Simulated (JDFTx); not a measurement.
The system is Nb.

```xyz
1
Lattice="0.0000 2.1150 2.1150 2.1150 0.0000 2.1150 2.1150 2.1150 0.0000" Properties=species:S:1:pos:R:3 pbc="T T T"
Nb    0.0000    0.0000    0.0000
```

This isn't the form of Nb at room conditions, which is bcc.

- Program: JDFTx 1.7.0 (patched build)
- Task: relaxation of cell and atoms
- Functional: TPSS
- Potentials or basis: SG15-PBE-1.2 with smoothed tails
- Cutoff: 1088 eV
- Density cutoff: 4354 eV
- k mesh: 6 × 6 × 6
- Occupations: fermi-dirac, width 0.05 eV
- Spin: no spin polarisation

At the start: pressure -3.5 GPa; volume 18.92 Å³/atom.

Task: How do energy, volume and symmetry change on relaxing?

Result: Over 5 steps the energy falls by 4.2 meV/atom and the volume is 18.54 Å³/atom (-2.0 %); space group Fm-3m (No. 225, to 0.05 Å).

The path:
| step | energy change (eV) | largest force (eV/Å) | pressure (GPa) | volume (Å³) |
| --- | --- | --- | --- | --- |
| 1 | 0.0000 | 0.0000 | -3.47 | 18.92 |
| 2 | -0.0019 | 0.0000 | -2.60 | 18.82 |
| 3 | -0.0042 | 0.0000 | -0.03 | 18.54 |
| 4 | -0.0042 | 0.0000 | 0.00 | 18.54 |
| 5 | -0.0042 | 0.0000 | 0.00 | 18.54 |

Final structure:
```yaml
crystal:
  lattice:
    - [0.00000, 2.10058, 2.10058]
    - [2.10058, 0.00000, 2.10058]
    - [2.10058, 2.10058, 0.00000]
  atoms:
    - { symbol: Nb, position: [0.00000, 0.00000, 0.00000] }
```

Caveat: the k mesh is coarse (spacing up to 0.43 Å⁻¹), so the values aren't converged; meta-GGA forces are noisy on this grid; the potentials were made for another functional, which shifts forces and pressure.
